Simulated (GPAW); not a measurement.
# BaTiO3 (Pm-3m) in GPAW: equation of state

Aim: energy against volume of BaTiO3 in PBE, for its equilibrium volume and stiffness.

Program: GPAW 26.7.0. These are calculated values, not measurements. Logs are shortened: lines on timing, memory, paths and dates and some standing lists are left out, and cuts for length are marked. The log counts tension as positive stress, the text compression.

## 1. The crystal as given

The structure is cubic, space group Pm-3m (No. 221). Conventional cell: a = 4.006 Å, b = 4.006 Å, c = 4.006 Å, α = 90.00°, β = 90.00°, γ = 90.00°. Ba (site symmetry m-3m) has 12 O at 2.83 Å as nearest neighbours. Around Ti (site symmetry m-3m) lie 6 O at 2.00 Å. O (site symmetry 4/mmm) is surrounded by 2 Ti at 2.00 Å.

## 2. Equation of state, PBE

Input file run.py:

```python
from ase import Atoms
from ase.eos import EquationOfState
from ase.io import Trajectory
from ase.units import GPa
from gpaw import GPAW, PW

atoms = Atoms(['Ba', 'Ti', 'O', 'O', 'O'],
              cell=[[4.006, 0.0, 0.0],
                    [0.0, 4.006, 0.0],
                    [0.0, 0.0, 4.006]],
              scaled_positions=[[0.5, 0.5, 0.5],
                                [0.0, 0.0, 0.0],
                                [0.0, 0.0, 0.5],
                                [0.0, 0.5, 0.0],
                                [0.5, 0.0, 0.0]],
              pbc=True)

traj = Trajectory('eos.traj', 'w')
volumes, energies = [], []
for x in [0.94, 0.96, 0.98, 1.0, 1.02, 1.04, 1.06]:
    a = atoms.copy()
    a.set_cell(atoms.cell * x**(1 / 3), scale_atoms=True)
    calc = GPAW(mode=PW(800),
                xc='PBE',
                kpts={'size': (7, 7, 7), 'gamma': True},
                occupations={'name': 'fermi-dirac', 'width': 0.05},
                nbands=36,
                convergence={'density': 1e-05, 'energy': 1e-05},
                maxiter=150,
                txt=f'eos-{x:.2f}.txt')
    a.calc = calc
    energies.append(a.get_potential_energy(force_consistent=True))
    volumes.append(a.get_volume())
    p = -a.get_stress()[:3].mean() / GPa
    calc.write(f'eos-{x:.2f}.gpw')
    traj.write(a)
    print(f'{x:.2f} {volumes[-1]:10.4f} A^3 {energies[-1]:14.6f} eV {p:9.3f} GPa', flush=True)

v0, e0, B = EquationOfState(volumes, energies, eos='birchmurnaghan').fit()
print(f'V0 = {v0:.4f} A^3, E0 = {e0:.6f} eV, B0 = {B / GPa:.2f} GPa')
```

Potentials or basis: GPAW PAW data sets (gpaw-data 1.2.1), pw.

On the command line:

```bash
$ OMP_NUM_THREADS=1 python run.py
```

Log:

```text
__  _  _
 | _ |_)|_||  |
 |__||  | ||/\| - 26.7.0

Input parameters:
  mode=PW(ecut=800.0),
  convergence={'density': 1e-05, 'energy': 1e-05},
  kpts=MonkhorstPack(size=(7, 7, 7), gamma=True),
  maxiter=150,
  nbands=36,
  occupations=Occupations(name='fermi-dirac', width=0.05),
  xc=XC(name='PBE')

Diagonalizing LCAO Hamiltonian
Converting LCAO to pw mode
   .---------.
  /|         |
 * |         |
 | |   Ba    |
 | |         |
 O .---------.
 |/         /
 Ti---O----*

Atoms  # Å, Bohr magnetons
|   | symbol |        x |        y |        z |    initial magnetic moments |
|---|--------|----------|----------|----------|-----------------------------|
| 0 |     Ba | 1.962111 | 1.962111 | 1.962111 | ( 0.0000,  0.0000,  0.0000) |
| 1 |     Ti | 0.000000 | 0.000000 | 0.000000 | ( 0.0000,  0.0000,  0.0000) |
| 2 |      O | 0.000000 | 0.000000 | 1.962111 | ( 0.0000,  0.0000,  0.0000) |
| 3 |      O | 0.000000 | 1.962111 | 0.000000 | ( 0.0000,  0.0000,  0.0000) |
| 4 |      O | 1.962111 | 0.000000 | 0.000000 | ( 0.0000,  0.0000,  0.0000) |

Unit cell  # Å
| periodic |        x |        y |        z |  lengths |    angles |
|----------|----------|----------|----------|----------|-----------|
|      yes | 3.924222 | 0.000000 | 0.000000 | 3.924222 | 90.000000 |
|      yes | 0.000000 | 3.924222 | 0.000000 | 3.924222 | 90.000000 |
|      yes | 0.000000 | 0.000000 | 3.924222 | 3.924222 | 90.000000 |

Number of symmetries: 48
Symmetry operations  # r_c * U_cc + t_c -> r_c
|    | kind |            matrix            |
|----|------|------------------------------|
|  0 |  E   |  1, 0, 0,  0, 1, 0,  0, 0, 1 |
|  1 |  σ   |  1, 0, 0,  0, 1, 0,  0, 0,-1 |
|  2 |  σ   |  1, 0, 0,  0, 0, 1,  0, 1, 0 |
|  3 |  C4  |  1, 0, 0,  0, 0, 1,  0,-1, 0 |
|  4 |  C4  |  1, 0, 0,  0, 0,-1,  0, 1, 0 |
|  5 |  σ   |  1, 0, 0,  0, 0,-1,  0,-1, 0 |
|  6 |  σ   |  1, 0, 0,  0,-1, 0,  0, 0, 1 |
|  7 |  C2  |  1, 0, 0,  0,-1, 0,  0, 0,-1 |
|  8 |  σ   |  0, 1, 0,  1, 0, 0,  0, 0, 1 |
|  9 |  C2  |  0, 1, 0,  1, 0, 0,  0, 0,-1 |
| 10 |  C3  |  0, 1, 0,  0, 0, 1,  1, 0, 0 |
| 11 |  S6  |  0, 1, 0,  0, 0, 1, -1, 0, 0 |
| 12 |  S6  |  0, 1, 0,  0, 0,-1,  1, 0, 0 |
| 13 |  C3  |  0, 1, 0,  0, 0,-1, -1, 0, 0 |
| 14 |  C4  |  0, 1, 0, -1, 0, 0,  0, 0, 1 |
| 15 |  S4  |  0, 1, 0, -1, 0, 0,  0, 0,-1 |
| 16 |  C3  |  0, 0, 1,  1, 0, 0,  0, 1, 0 |
| 17 |  S6  |  0, 0, 1,  1, 0, 0,  0,-1, 0 |
| 18 |  σ   |  0, 0, 1,  0, 1, 0,  1, 0, 0 |
| 19 |  C4  |  0, 0, 1,  0, 1, 0, -1, 0, 0 |
| 20 |  C2  |  0, 0, 1,  0,-1, 0,  1, 0, 0 |
| 21 |  S4  |  0, 0, 1,  0,-1, 0, -1, 0, 0 |
| 22 |  S6  |  0, 0, 1, -1, 0, 0,  0, 1, 0 |
| 23 |  C3  |  0, 0, 1, -1, 0, 0,  0,-1, 0 |
| 24 |  S6  |  0, 0,-1,  1, 0, 0,  0, 1, 0 |
| 25 |  C3  |  0, 0,-1,  1, 0, 0,  0,-1, 0 |
| 26 |  C4  |  0, 0,-1,  0, 1, 0,  1, 0, 0 |
| 27 |  σ   |  0, 0,-1,  0, 1, 0, -1, 0, 0 |
| 28 |  S4  |  0, 0,-1,  0,-1, 0,  1, 0, 0 |
| 29 |  C2  |  0, 0,-1,  0,-1, 0, -1, 0, 0 |
| 30 |  C3  |  0, 0,-1, -1, 0, 0,  0, 1, 0 |
| 31 |  S6  |  0, 0,-1, -1, 0, 0,  0,-1, 0 |
| 32 |  C4  |  0,-1, 0,  1, 0, 0,  0, 0, 1 |
| 33 |  S4  |  0,-1, 0,  1, 0, 0,  0, 0,-1 |
| 34 |  S6  |  0,-1, 0,  0, 0, 1,  1, 0, 0 |
| 35 |  C3  |  0,-1, 0,  0, 0, 1, -1, 0, 0 |
| 36 |  C3  |  0,-1, 0,  0, 0,-1,  1, 0, 0 |
| 37 |  S6  |  0,-1, 0,  0, 0,-1, -1, 0, 0 |
| 38 |  σ   |  0,-1, 0, -1, 0, 0,  0, 0, 1 |
| 39 |  C2  |  0,-1, 0, -1, 0, 0,  0, 0,-1 |
| 40 |  σ   | -1, 0, 0,  0, 1, 0,  0, 0, 1 |
| 41 |  C2  | -1, 0, 0,  0, 1, 0,  0, 0,-1 |
| 42 |  C2  | -1, 0, 0,  0, 0, 1,  0, 1, 0 |
| 43 |  S4  | -1, 0, 0,  0, 0, 1,  0,-1, 0 |
| 44 |  S4  | -1, 0, 0,  0, 0,-1,  0, 1, 0 |
| 45 |  C2  | -1, 0, 0,  0, 0,-1,  0,-1, 0 |
| 46 |  C2  | -1, 0, 0,  0,-1, 0,  0, 0, 1 |
| 47 |  i   | -1, 0, 0,  0,-1, 0,  0, 0,-1 |

BZ-sampling:
  Number of BZ points: 343
  Number of IBZ points: 20

  Monkhorst-Pack size: [7, 7, 7]
  Monkhorst-Pack shift: [0, 0, 0]

K-points  # in reciprocal-cell coordinates
|     |                                coordinates |     weight |
|-----|--------------------------------------------|------------|
|   0 | (  0.00000000,   0.00000000,   0.00000000) | 0.00291545 |
|   1 | (  0.14285714,   0.00000000,   0.00000000) | 0.01749271 |
|   2 | (  0.14285714,   0.14285714,   0.00000000) | 0.03498542 |
|   3 | (  0.14285714,   0.14285714,   0.14285714) | 0.02332362 |
|   4 | (  0.28571429,   0.00000000,   0.00000000) | 0.01749271 |
|   5 | (  0.28571429,   0.14285714,   0.00000000) | 0.06997085 |
|   6 | (  0.28571429,   0.14285714,   0.14285714) | 0.06997085 |
|   7 | (  0.28571429,   0.28571429,   0.00000000) | 0.03498542 |
|   8 | (  0.28571429,   0.28571429,   0.14285714) | 0.06997085 |
|   9 | (  0.28571429,   0.28571429,   0.28571429) | 0.02332362 |
| ... |                                            |            |
|  19 | (  0.42857143,   0.42857143,   0.42857143) | 0.02332362 |

Plane wave coefficients: 3122
Cutoff: 800.0 eV

Spin-components: 1 (collinear spins)
Bands:           36
Projectors:      27
Spin-degeneracy: 2
Datatype:        complex128

Parallelization:
  kpt:    1
  domain: 1
  band:   1

Density:
  Valence electrons: 40.0
  Components: 1
  Grid points: [27 27 27]
  Charge: 0.0  # |e|

Potential:
  Grid points: [27 27 27]

species:
  Ba:
    name:    Barium
    Z:       56.0
    valence: 10
    core:    46
    charge:  0.0  # [|e|]
    compensation charges:
      type: gauss
      rc: 0.37  # [Å]
      lmax: 2
    cutoffs:
      filter: 2.06  # [Å]
      core: 2.33  # [Å]
    projectors
    | kind |    occ | energy [eV] | rcut [Å] |
    |------|--------|-------------|----------|
    |   5s |  2.000 |     -33.644 |    1.164 |
    |   6s |  2.000 |      -3.229 |    1.164 |
    |   5p |  6.000 |     -18.744 |    1.164 |
    |    p |        |       0.000 |    1.164 |
    |    d |        |       0.000 |    1.164 |
    |    d |        |      27.211 |    1.164 |

    Using partial waves for Ba as LCAO basis

  Ti:
    name:    Titanium
    Z:       22.0
    valence: 12
    core:    10
    charge:  0.0  # [|e|]
    compensation charges:
      type: gauss
      rc: 0.38  # [Å]
      lmax: 2
    cutoffs:
      filter: 2.23  # [Å]
      core: 1.02  # [Å]
    projectors
    | kind |    occ | energy [eV] | rcut [Å] |
    |------|--------|-------------|----------|
    |   3s |  2.000 |     -62.623 |    1.270 |
    |   4s |  2.000 |      -4.466 |    1.270 |
    |   3p |  6.000 |     -38.862 |    1.058 |
    |   4p |  0.000 |      -1.466 |    1.058 |
    |   3d |  2.000 |      -4.258 |    1.058 |
    |    d |        |      22.953 |    1.058 |

    Using partial waves for Ti as LCAO basis

  O:
    name:    Oxygen
    Z:       8.0
    valence: 6
    core:    2
    charge:  0.0  # [|e|]
    compensation charges:
      type: gauss
      rc: 0.21  # [Å]
      lmax: 2
    cutoffs:
      filter: 1.17  # [Å]
      core: 0.83  # [Å]
    projectors
    | kind |    occ | energy [eV] | rcut [Å] |
    |------|--------|-------------|----------|
    |   2s |  2.000 |     -23.961 |    0.688 |
    |   2p |  4.000 |      -9.029 |    0.598 |
    |    s |        |       3.251 |    0.688 |
    |    p |        |      18.182 |    0.598 |
    |    d |        |       0.000 |    0.619 |

    Using partial waves for O as LCAO basis

Reference energy: -250624.413696  # eV

eigensolver:
  PPCG
  Converge bands: occupied
  niter=2

density mixing:
  MSR1-Mixer
  Pratt-step length: 0.05
  Maximum mixing coefficient: 0.75
  Old densities: 10
  SVD Regularization: 0.005
  Good broyden scale: 1.0
  Trust region scale: 1.0
  Backstep threshold: 4.0
  History deletion threshold: 6.0
  Fourier metric: weight=20.0, sigma=0.015

occupation numbers:
  Fermi-Dirac:
    width: 0.0500  # eV

poisson solver:
  ecut: 6400.0  # eV

xc functional:
  name: PBE with 2 nearest neighbor stencil

convergence criteria:
- Maximum integral of absolute [dens]ity change: 1e-05 electrons / valence electron
- Maximum [total energy] change in last 3 cyles: 1e-05 eV / valence electron
- Maximum integral of absolute [eigenst]ate change: 4e-08 eV^2 / valence electron
maximum number of iterations: 150

SCF iterations
|iter     | |      energy | eigst |  dens |
|---------|-|-------------|-------|-------|
|iter:   1| |  -44.610891 | +0.28 |       |
|iter:   2| |  -42.944678 | -1.42 | -0.87 |
|iter:   3| |  -39.464566 | -0.92 | -0.94 |
|iter:   4| |  -39.303451 | -2.26 | -1.48 |
|iter:   5| |  -39.285226 | -2.95 | -1.66 |
|iter:   6| |  -39.290748 | -3.60 | -1.99 |
|iter:   7| |  -39.290942 | -5.07 | -2.85 |
|iter:   8| |  -39.290956c| -5.93 | -3.37 |
|iter:   9| |  -39.290958c| -7.39 | -4.03 |
|iter:  10| |  -39.290958c| -7.74c| -4.92 |
|iter:  11| |  -39.290958c| -8.56c| -5.46c|

Converged in 11 steps
Energy contributions relative to reference atoms: (reference = -250624.413696)

Energy contributions:
  Kinetic:          60.637299
  Coulomb:         -60.026761
  Zero:              0.803327
  External:          0.000000
  Xc:              -40.704822
  Entropy:          -0.000000
  Spinorbit:         0.000000
  ----------------------------
  Free energy:     -39.290958
  Extrapolated:    -39.290958

dipole moment: (-34.650982, -34.650982, -34.650982)  # |e|*Ang

Fermi level: 9.331
Eigenvalues  # (at kpt = [0.000, 0.000, 0.000])
| band index |      eig [eV] | occ [0-2] |
|------------|---------------|-----------|
|          0 |       -47.929 |     2.000 |
|        ... |               |           |
|         12 |         6.132 |     2.000 |
|         13 |         6.132 |     2.000 |
|         14 |         7.179 |     2.000 |
|         15 |         7.179 |     2.000 |
|         16 |         7.179 |     2.000 |
|         17 |         8.305 |     2.000 |
|         18 |         8.305 |     2.000 |
|         19 |         8.305 |     2.000 |
|         20 |        10.284 |     0.000 |
|         21 |        10.284 |     0.000 |
|         22 |        10.284 |     0.000 |
|         23 |        12.746 |     0.000 |
|         24 |        12.746 |     0.000 |
|         25 |        13.539 |     0.000 |
|         26 |        13.539 |     0.000 |
|         27 |        16.486 |     0.000 |
|        ... |               |           |
|         35 |        28.270 |     0.000 |

Gap: 1.973 eV
Transition (v -> c):
  (s=0, k=19, n=19, [0.43, 0.43, 0.43]) -> (s=0, k=0, n=20, [0.00, 0.00, 0.00])
Direct/indirect transitions are different
Direct gap: 1.978 eV
Transition at: (s=0, k=0, n=19, [0.00, 0.00, 0.00])

Stress tensor  # eV/Ang^3
|         x |         y |         z |
|-----------|-----------|-----------|
| -0.096661 |  0.000000 |  0.000000 |
|  0.000000 | -0.096661 |  0.000000 |
|  0.000000 |  0.000000 | -0.096661 |

# Writing to eos-0.94.gpw (mode='')
```

Wall time 4.8 min (1 thread of Arm Neoverse V2, shared host); peak memory 0.34 GiB.

Results:

| Item | Value |
| --- | --- |
| Equilibrium volume | 13.10 Å³/atom |
| Bulk modulus | 162 GPa |
| Pressure derivative of the bulk modulus | 4.6 |

Energy against volume, from the lowest point:
| volume (Å³/atom) | energy (meV/atom) |
| --- | --- |
| 12.086 | 46.27 |
| 12.343 | 24.83 |
| 12.601 | 10.44 |
| 12.858 | 2.35 |
| 13.115 | 0.00 |
| 13.372 | 2.66 |
| 13.629 | 9.91 |

The run has no spin-orbit coupling, so splittings on Ba are missing. Zero-point motion and thermal expansion aren't in these numbers.
